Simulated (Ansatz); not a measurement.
Input and output of a one-shot G0W0 calculation on BeTe built on the zincblende prototype (Ansatz 0.2.0, G0W0@PBE with 135 empty bands, a screening cutoff of 120 eV and a 4×4×4 mesh). The geometry is the r2SCAN minimum.

input.yaml:
```yaml
crystal:
  lattice:
    - [0.0, 2.8286236224, 2.8286236224]
    - [2.8286236224, 0.0, 2.8286236224]
    - [2.8286236224, 2.8286236224, 0.0]
  atoms:
    - { symbol: Be, position: [0.0, 0.0, 0.0] }
    - { symbol: Te, position: [0.25, 0.25, 0.25] }
kpoints:
  mp_grid: { grid: [4, 4, 4] }
hamiltonian:
  xc: pbe
scf:
  occupations: { method: fixed }
gw:
  n_empty_bands: 135
  ecut_chi: 120
  qp_bands: [v2, c2]
  qp_kpoints: band_edges
  screening: { model: contour_deformation }
```

Run as `ansatz run input.yaml --threads 4 --pin off --max-ram 7372MiB --backend cpu --events-out ev --progress --plain --runs-dir out`. Wall time 6.5 s on 4 threads of Arm Neoverse V1, on a shared host; peak host memory 0.5 GiB.

Main lines of the log:
```
Pseudopotential: Be, paw, valence charge 2, recommended cutoff 420 eV (normal)
Pseudopotential: Te, paw, valence charge 16, recommended cutoff 420 eV (normal)
Functional definition: PBE
Crystal: 2 atoms, lattice volume = 45.264 Å³
Basis set: ecut = 420 eV, 893 PW (Γ)
Bands: 13, of which v1, the nominal top of the filled ones, is band 9 counted from 1 (8 counted from 0)
Symmetry: 24 space group operations
Space group: F-43m (ITA 216)
k-points: 8 of 64 (time reversal used)
Free energy (F): -7073.368072 eV
Fermi energy:    7.251925 eV
--- Per-component energies (eV) ---
  E_band       = -269.831718
  E_kinetic    = 199.831397
  E_local      = -1381.507315
  E_nonlocal   = -305.167428
  E_hartree    = 861.997424
  E_xc         = -143.285294
  E_vxc        = -124.031332
  E_paw        = -4722.810965
  E_vpaw       = -382.959652
  E_ewald      = -1582.425711
--- G₀W₀: contour deformation, 6 samples at zero and on the imaginary axis and 2 off it, 64 q-points, 135 empty bands' worth ---
    ik  band        ε_KS         Σx   Σc(E_QP)       V_xc       Z   E_QP_lin       E_QP  E_QP is
     0     8      7.2519   -16.2559     1.1774   -14.3604  0.7900     6.5292     6.5339  root
     0     9      7.2519   -16.2559     1.1774   -14.3604  0.7900     6.5292     6.5339  root
     0    10     10.8784    -6.1300    -4.2475   -10.6904  0.7816    11.1924    11.1913  root
     0    11     10.8784    -6.1300    -4.2475   -10.6904  0.7816    11.1924    11.1913  root
     1     8      6.5928   -15.7982     1.3309   -13.7290  0.7848     5.8489     5.8544  root
     1     9      6.5928   -15.7982     1.3309   -13.7290  0.7848     5.8489     5.8544  root
     1    10     10.5401    -7.1228    -4.2836   -11.6797  0.7858    10.8143    10.8134  root
     1    11     11.7440    -6.2729    -4.4647   -11.0531  0.7764    12.0609    12.0596  root
     2     8      6.1422   -15.7678     1.5163   -13.4820  0.7805     5.3663     5.3728  root
     2     9      6.1422   -15.7678     1.5163   -13.4820  0.7805     5.3663     5.3728  root
     2    10     10.2962    -7.4105    -4.2162   -11.8728  0.7872    10.5429    10.5423  root
     2    11     11.8608    -5.8920    -4.4276   -10.5920  0.7803    12.1343    12.1332  root
     3     8      5.6069   -15.3512     1.6337   -12.9293  0.7765     4.8112     4.8187  root
     3     9      5.6069   -15.3512     1.6337   -12.9293  0.7765     4.8112     4.8187  root
     3    10      9.8793    -5.9552    -3.9652   -10.0898  0.7914    10.0489    10.0485  root
     3    11     11.6510    -6.0062    -4.4142   -10.5957  0.7851    11.8267    11.8263  root
     6     8      4.6580   -15.3832     2.0414   -12.4969  0.7649     3.8024     3.8131  root
     6     9      4.6580   -15.3832     2.0414   -12.4969  0.7649     3.8024     3.8131  root
     6    10      9.2626    -5.3957    -3.8515    -9.3092  0.8019     9.3247     9.3247  root
     6    11      9.9423    -6.2625    -3.8883   -10.2499  0.7936    10.0415    10.0414  root
```

The points are ik 0 = (0, 0, 0) (Γ), ik 1 = (0, 0, 1/4), ik 2 = (0, 0, -1/2) (L), ik 3 = (0, 1/4, 1/4), ik 6 = (0, -1/2, -1/2) (X); band 9 is the last filled one.

The quasiparticle gap on this mesh is 2.79 eV (Γ to X), against 2.01 eV from PBE: +0.78 eV. Renormalisation factors Z lie between 0.76 and 0.80. The G0W0 figures hold for the stated bands, cutoff and mesh and aren't extrapolated.

Spin-unpolarised throughout; all numbers are computed.

No spin-orbit coupling is included; it can move band edges with weight on the heavy atoms by tenths of an eV.
